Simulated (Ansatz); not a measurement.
Crystal: Zn.

```
CELL_PARAMETERS angstrom
-1.56904 1.56904 1.56904
1.56904 -1.56904 1.56904
1.56904 1.56904 -1.56904
ATOMIC_POSITIONS crystal
Zn 0.00000 0.00000 0.00000
```

This isn't the form of Zn at room conditions, which is hcp.

Base run:

```yaml
Program: Ansatz 0.2.0
Functional: BLYP
Potentials_or_basis: Ansatz PAW
Cutoff: 420 eV
Density_cutoff: 1680 eV
k_mesh: 12 × 12 × 12
Occupations: fermi-dirac, width 0.05 eV
Spin: no spin polarisation
```

Its results: band gap on the k mesh none (metal or under the smearing width); pressure 6.0 GPa.

Q: The run is repeated on the same cell with these changes: functional from BLYP to PBEsol. What comes out?

A: Band gap on the k mesh none (metal or under the smearing width); pressure -5.2 GPa.

PBEsol binds more tightly than BLYP, so the same cell stands under less pressure.

Caveats: the PAW data sets come from PBE, with cores solved anew for the run's functional, which leaves a small shift of forces and pressure; the potentials were made for another functional, which shifts forces and pressure (some runs).

Not every run made on this cell is shown here.
